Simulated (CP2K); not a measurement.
The system is HfB2.

```
Hf B
1.0
     3.14000    0.00000    0.00000
    -1.57000    2.71932    0.00000
     0.00000    0.00000    3.48000
Hf B
1 2
Direct
  0.00000 0.00000 0.00000
  0.66667 0.33333 0.50000
  0.33333 0.66667 0.50000
```

Base run:

| Quantity | Value |
| --- | --- |
| Program | CP2K 2026.2 |
| Functional | PBEsol |
| Potentials or basis | POTENTIAL_UZH Hf GTH-PBE-q12, B GTH-PBE-q3; TZVP-MOLOPT-PBE-GTH basis |
| Density cutoff | 6123 eV |
| k mesh | 10 × 10 × 8 |
| Occupations | fermi-dirac, width 0.05 eV |
| Spin | no spin polarisation |

Its results: band gap on the k mesh none (metal or under the smearing width); pressure -3.9 GPa.

**Question.** The run is repeated on the same cell with these changes: functional from PBEsol to PBE; eps_default from 1.0E-10 to 1.0E-9. What comes out?

**Answer.** Band gap on the k mesh none (metal or under the smearing width); pressure -0.2 GPa.

Caveats: the basis of atomic orbitals isn't converged, which shifts pressures, moduli and gaps; the potentials were made for another functional, which shifts forces and pressure (some runs); spin-orbit coupling is left out, which moves the levels of the heavy elements (some runs).
